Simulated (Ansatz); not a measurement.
# Stack of Hf2COF MXene under Hf2NOS MXene, upper layer turned by 180° in a perpendicular field, part 2 of 2

Aim: how the stack of Hf2COF MXene under Hf2NOS MXene, upper layer turned by 180° screens a field along its normal, and what the field does to its bands. A positive field points along +c.

Ansatz 0.2.0; plane-wave DFT, LDA, Ansatz PAW (the session's first sound run).

So far. Step 7 (Single point, field -0.3 V/Å): The dipole is -0.271 e·Å, -0.200 e·Å from its value without field. Step 8 (Response, atoms held): The induced dipole is that of a conductor 13.41 Å thick.

**9. Relaxing in the field, field 0.1 V/Å**

This step: plane-wave DFT, LDA, Ansatz PAW (Ansatz 0.2.0).

Now the atoms may follow the field. A weak field makes forces of meV/Å to tens of meV/Å, so the force tolerance is set well below the usual one.

input.yaml

```yaml
crystal:
  lattice:
    - [3.2234171652, 0.0, 0.0]
    - [-1.6117085826, 2.791561152, 0.0]
    - [0.0, 0.0, 30.6878961854]
  atoms:
    - { symbol: F, position: [0.3333333333, 0.6666666667, 0.2932752361] }
    - { symbol: Hf, position: [0.6666666667, 0.3333333333, 0.3349131758] }
    - { symbol: C, position: [0.0, 0.0, 0.3735450736] }
    - { symbol: Hf, position: [0.3333333333, 0.6666666667, 0.4188432326] }
    - { symbol: O, position: [0.6666666667, 0.3333333333, 0.4492793372] }
    - { symbol: S, position: [0.0, 0.0, 0.5396611424] }
    - { symbol: Hf, position: [0.6666666667, 0.3333333333, 0.5915118465] }
    - { symbol: "N", position: [0.3333333333, 0.6666666667, 0.634756229] }
    - { symbol: Hf, position: [0.0, 0.0, 0.6760221777] }
    - { symbol: O, position: [0.6666666667, 0.3333333333, 0.7067247639] }
kpoints:
  mp_grid: { grid: [12, 12, 1] }
hamiltonian:
  xc: lda
scf:
  occupations: { method: fermi_dirac, width: 0.05 }
  convergence: { dr2_threshold: 1.0e-10 }
efield:
  axis: 3
  dipole_correction: true
  ramp_position: 0.9514
  ramp_width: 0.105
  amplitude: 0.1
relax:
  f_tol: 0.001
  max_steps: 60
output:
  write_potential: true
  write_density: true
  volumetric_format: npy
```

Started as:

```sh
$ ansatz run input.yaml --threads 4 --pin off --max-ram 12288MiB --backend cpu --events-out ev --progress --plain --runs-dir out
```

Elapsed: 39 s, on 4 threads of Intel Xeon Platinum 8375C at 2.90GHz (Ice Lake), shared host; peak memory 0.99 GiB; 2.5 min of CPU time.

No atom moved by 0.005 Å in the relaxation.

Numbers from this step:

```
energy at zero smearing : -65312.1469 eV
dipole along the normal : -0.001363 e·Å
```

The relaxation took 4 steps and lowered the energy by 1.2e-4 eV; the largest force on the free atoms ends at 5.5e-4 eV/Å.

The dipole is -0.00136 e·Å, 0.0694 e·Å from its value without field.

**10. Relaxing in the field, field -0.1 V/Å**

The opposite sign, again from the field-free geometry; the difference of the two cancels what relaxes without a field.

input.yaml, as its differences from that of step 9:

```diff
@@ -28,3 +28,3 @@
   ramp_width: 0.105
-  amplitude: 0.1
+  amplitude: -0.1
 relax:
```

The job ended after 34 s (4 threads; peak memory 0.98 GiB).

Hardly anything moved in the relaxation; the energy changed by under 0.2 meV an atom.

Numbers from this step:

| Quantity | Value |
| --- | --- |
| energy at zero smearing | -65312.1611 eV |
| dipole along the normal | -0.1401 e·Å |

The relaxation took 4 steps and lowered the energy by 1.5e-4 eV; the largest force on the free atoms ends at 5.0e-4 eV/Å.

The dipole is -0.140 e·Å, -0.0693 e·Å from its value without field.

**11. Response, atoms relaxed**

This step: plane-wave DFT, LDA, Ansatz PAW; response to a field along the normal, atoms relaxed (Ansatz 0.2.0).

The same analysis on the two relaxed runs holds the ionic part too; their mesh is coarser, so small differences from the held value can come from that.

Numbers from this step:

| Property | Result |
| --- | --- |
| equivalent conductor thickness p/(ε₀AE) | 13.95 Å |
| distance between the outer atoms | 12.68 Å |

Table of dipole of the cell by applied field:

```
applied field (V/Å)  dipole of the cell (e·Å)
            -0.1000                    -0.140
             0.1000                  -0.00136
```

Local field over the applied field, running mean. From the potentials at -0.1 and 0.1 V/Å; running mean over 2.5 Å. Local field over applied field against z:

z (Å), local field over applied field and a bar from the least value:
```
        5      1.000 ##############################
        6      0.995 ##############################
        7      0.886 ###########################
        8      0.808 #########################
        9      0.349 #############
       10      0.152 ########
       11     -0.076 ##
       12      0.043 #####
       13     -0.003 ####
       14     -0.014 ####
       15     -0.006 ####
       16     -0.023 ###
       17     -0.027 ###
       18      0.034 #####
       19      0.078 ######
       20     -0.153 
       21      0.043 #####
       22      0.335 #############
       23      0.770 ########################
       24      0.952 #############################
       25      0.996 ##############################
       26      1.000 ##############################
```

The induced electron density oscillates, so the rows of the table below give means over windows of 1 Å about each position, cut where the curve ends. Its maxima inside the range that stand out by 2 % of the span (Å: e/Å³ per V/Å): 8.7: 0.0516, 10.7: 0.0338, 13.1: 0.00205, 14.2: 0.00452, 18.5: 0.0129, 21.2: 0.0877. Its minima: 9.4: -0.0508, 12.5: -0.00393, 13.5: -0.0017, 17.8: -0.0129, 20.5: -0.0752, 22.0: -0.0173.

Electrons, planar mean, per unit field. The induced electron density by z; means over each step:

```
z (Å)  induced electron density (e/Å³ per V/Å)
    5                                   1.9e-6
    6                                   2.3e-5
    7                                   3.8e-4
    8                                  0.00998
    9                                  -1.9e-4
   10                                  -0.0215
   11                                   0.0154
   12                                  -3.0e-4
   13                                  -6.3e-4
   14                                  0.00206
   15                                   6.2e-5
   16                                 -0.00159
   17                                  -6.0e-4
   18                                 -0.00311
   19                                  0.00158
   20                                  -0.0324
   21                                   0.0378
   22                                 -0.00391
   23                                 -0.00274
   24                                  -2.4e-4
   25                                  -1.8e-5
   26                                  -1.4e-6
```

The induced dipole is that of a conductor 13.95 Å thick.

**12. Varying the input**

This step: plane-wave DFT, LDA, Ansatz PAW (Ansatz 0.2.0).

A run with a changed input: it repeats the earlier run at 0.1 V/Å with scf.algorithm to density_mixing and basis.ecutwfc to 51.4 Ry.

input.yaml, as its differences from that of step 10:

```diff
@@ -17,3 +17,6 @@
 kpoints:
-  mp_grid: { grid: [12, 12, 1] }
+  mp_grid: { grid: [18, 18, 1] }
+  band_path:
+    path: [[0, 0, 0], [0.5, 0, 0], [0.33333333, 0.33333333, 0], [0, 0, 0]]
+    npoints: 16
 hamiltonian:
@@ -23,2 +26,3 @@
   convergence: { dr2_threshold: 1.0e-10 }
+  algorithm: density_mixing
 efield:
@@ -28,6 +32,3 @@
   ramp_width: 0.105
-  amplitude: -0.1
-relax:
-  f_tol: 0.001
-  max_steps: 60
+  amplitude: 0.1
 output:
@@ -36 +37,3 @@
   volumetric_format: npy
+basis:
+  ecutwfc: "51.4 Ry"
```

It took 77 s on 4 threads; peak memory 2.5 GiB.

This step gave:

* energy at zero smearing: -65312.2035 eV
* dipole along the normal: -0.004147 e·Å

The electronic bands at the labelled points (eV, zero at the Fermi level):

```
  point  band 65  band 66  band 67  band 68  band 69  band 70  band 71  band 72
      Γ    -2.35    -2.35    -0.85    -0.85     0.68     0.76     0.76     0.87
halfway    -3.05    -2.73    -2.47    -1.49    -0.50    -0.28     1.43     1.86
      M    -3.68    -2.75    -2.70    -1.68    -1.14    -0.67     1.81     2.44
halfway    -3.68    -3.31    -3.04    -2.50    -0.08     0.03     2.31     2.36
      K    -3.75    -3.69    -3.23    -2.94     0.93     1.35     1.57     1.85
halfway    -3.28    -2.97    -2.76    -2.00     0.37     0.49     0.53     0.73
      Γ    -2.35    -2.35    -0.85    -0.85     0.68     0.76     0.76     0.87
```

```
                     quantity   this run  earlier run  difference
dipole along the normal (e·Å)  -0.004147    -0.004119     -2.8e-5
```

The dipole moves by under 0.5 % or 5e-5 e·Å. The run took 15 SCF cycles against 16.

Of the bands kept, 2 cross the Fermi level on this path.

**13. Varying the input: basis.ecutrho_ratio = 4 and hamiltonian.xc = "pbesol"**

This step: plane-wave DFT, LDA, Ansatz PAW, but for the change named below (Ansatz 0.2.0).

Another changed input: it repeats the earlier run at 0.1 V/Å with basis.ecutrho_ratio to 4 and hamiltonian.xc from lda to pbesol.

input.yaml, as its differences from that of step 12:

```diff
@@ -22,3 +22,3 @@
 hamiltonian:
-  xc: lda
+  xc: pbesol
 scf:
@@ -26,3 +26,2 @@
   convergence: { dr2_threshold: 1.0e-10 }
-  algorithm: density_mixing
 efield:
@@ -38,2 +37,2 @@
 basis:
-  ecutwfc: "51.4 Ry"
+  ecutrho_ratio: 4
```

Run time: 41 s. Hardware: 4 threads; peak memory 1.4 GiB; 2.6 min of CPU time.

This step gave:

```yaml
energy_at_zero_smearing: -65838.0047 eV
dipole_along_the_normal: -0.005339 e·Å
```

The electronic bands at the labelled points (eV, zero at the Fermi level):

```
  point  band 65  band 66  band 67  band 68  band 69  band 70  band 71  band 72
      Γ    -2.37    -2.37    -0.88    -0.88     0.68     0.78     0.78     0.88
halfway    -3.08    -2.76    -2.52    -1.53    -0.51    -0.29     1.43     1.88
      M    -3.72    -2.80    -2.73    -1.72    -1.15    -0.68     1.84     2.50
halfway    -3.71    -3.35    -3.08    -2.55    -0.08     0.03     2.33     2.39
      K    -3.78    -3.73    -3.26    -3.00     0.94     1.36     1.58     1.86
halfway    -3.30    -3.00    -2.80    -2.04     0.37     0.50     0.54     0.73
      Γ    -2.37    -2.37    -0.88    -0.88     0.68     0.78     0.78     0.88
```

```
                     quantity   this run  earlier run  difference
dipole along the normal (e·Å)  -0.005339    -0.004119     -0.0012
```

It moves by -0.00122 e·Å.

Of the bands kept, 2 cross the Fermi level on this path.

**14. Summary of results**

* gap without field: none
* work function, upper face: 4.79 eV
* step between the vacuum levels: 1.42 eV
* equivalent conductor thickness, atoms held: 13.4 Å
* equivalent conductor thickness, atoms relaxed: 13.9 Å

The induced dipole equals that of a perfect conductor 13.41 Å thick, while the outer atoms lie 12.69 Å apart. The two faces differ: the vacuum level above lies 1.42 eV higher than the one below. Letting the atoms follow the field adds 0.54 Å to the equivalent conductor thickness: the ionic part of the response. There is no gap over 0.03 eV, with or without the field. The first relaxation ran with spin and lost its moment, and the later runs have none; other magnetic states were not tried. Spin-orbit coupling is left out, which matters for the bands of elements this heavy. The MXene's terminations sit over the metal atoms of its far layer; the site over carbon or nitrogen, which some compounds prefer, was not run.

[Logs are printed without paths, hosts, clocks, repeated set-up lines and the standing remarks that a program may print on its own settings, such as how far it seeks lower states.]

[Hosts, paths, dates, database ids (printed as entryN), source tags and the programs' standing remarks are cut or masked in the printed files.]

[Maps of the electrostatic potential energy from Ansatz leave out the sawtooth potential of an applied field or a dipole correction, so their vacuum need not be flat; planar profiles and work functions include it.]
